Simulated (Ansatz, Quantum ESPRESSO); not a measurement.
Given: the input of a run of Quantum ESPRESSO 7.5 on TaN. The cell comes from a database or a generator and needn't be the stable form of this composition.

File pw.in:

```
&CONTROL
  calculation = 'scf'
  prefix = 'pwscf'
  outdir = './tmp'
  pseudo_dir = './pseudo'
  tprnfor = .true.
  tstress = .true.
  disk_io = 'low'
/
&SYSTEM
  ibrav = 0
  celldm(1) = 8
  nat = 4
  ntyp = 2
  ecutwfc = 60
  ecutrho = 480
  nbnd = 26
  occupations = 'smearing'
  smearing = 'fd'
  degauss = 0.00367493
/
&ELECTRONS
  conv_thr = 8d-10
  electron_maxstep = 120
  mixing_beta = 0.5
/
ATOMIC_SPECIES
Ta   180.9479 Ta_pbe_v1.uspp.F.UPF
N     14.0070 N.pbe-n-radius_5.UPF
CELL_PARAMETERS alat
  0.8652679113272   0.0000000000000   0.0000000000000
  0.0000000000000   0.8652679113272   0.0000000000000
  0.0000000000000   0.0000000000000   1.0772605769006
ATOMIC_POSITIONS crystal
Ta     0.0000000000    0.5000000000    0.0000000000
Ta     0.5000000000    0.0000000000    0.5000000000
N      0.0000000000    0.0000000000    0.2500000000
N      0.0000000000    0.0000000000    0.7500000000
K_POINTS automatic
7 7 6 0 0 0
```

File pp_density.in:

```
&INPUTPP
  prefix = 'pwscf'
  outdir = './tmp'
  filplot = 'density.dat'
  plot_num = 0
/
&PLOT
  nfile = 1
  filepp(1) = 'density.dat'
  iflag = 3
  output_format = 6
  fileout = 'density.cube'
/
```

pp_potential.in

```
&INPUTPP
  prefix = 'pwscf'
  outdir = './tmp'
  filplot = 'potential.dat'
  plot_num = 11
/
&PLOT
  nfile = 1
  filepp(1) = 'potential.dat'
  iflag = 3
  output_format = 6
  fileout = 'potential.cube'
/
```

Potentials or basis: SSSP 1.3 efficiency PBE.

Command:

```bash
$ OMP_NUM_THREADS=1 pw.x -in pw.in > pw.out
$ OMP_NUM_THREADS=1 pp.x -in pp_density.in > pp_density.out
$ OMP_NUM_THREADS=1 pp.x -in pp_potential.in > pp_potential.out
```

Q: What does the same run look like in Ansatz 0.2.0? Potentials or basis there: Ansatz PAW, cutoff 420 eV.

A: As run (cutoffs and basis follow the program's own potentials, and thresholds, step limits or extra output files can differ):

Contents of input.yaml:

```yaml
crystal:
  lattice:
    - [3.66304048, 0.0, 0.0]
    - [0.0, 3.66304048, 0.0]
    - [0.0, 0.0, 4.56049398]
  atoms:
    - { symbol: Ta, position: [0.0, 0.5, 0.0] }
    - { symbol: Ta, position: [0.5, 0.0, 0.5] }
    - { symbol: "N", position: [0.0, 0.0, 0.25] }
    - { symbol: "N", position: [0.0, 0.0, 0.75] }
hamiltonian:
  xc: pbe
  pseudopotentials: { kind: paw }
kpoints:
  mp_grid: { grid: [7, 7, 6] }
scf:
  occupations: { method: fermi_dirac, width: 0.05 }
output:
  forces: true
  stress: true
  eigenvalues: true
```

Potentials or basis: Ansatz PAW.

Command:

```console
$ ansatz run input.yaml --threads 1 --pin off --max-ram 3584MiB --backend cpu --events-out ev --progress --plain --runs-dir out
```

Both were run:

|  | Quantum ESPRESSO | Ansatz |
| --- | --- | --- |
| Pressure | -20.0 GPa | -19.8 GPa |

Ansatz's pressure holds a Pulay term of +0.33 GPa for its cutoff of 420 eV, which the other run lacks.

Where Ansatz's input types no cutoff or centring, it takes its own default and a Γ-centred mesh.

The cell lies far from this level's equilibrium.

Pressure is positive in compression.
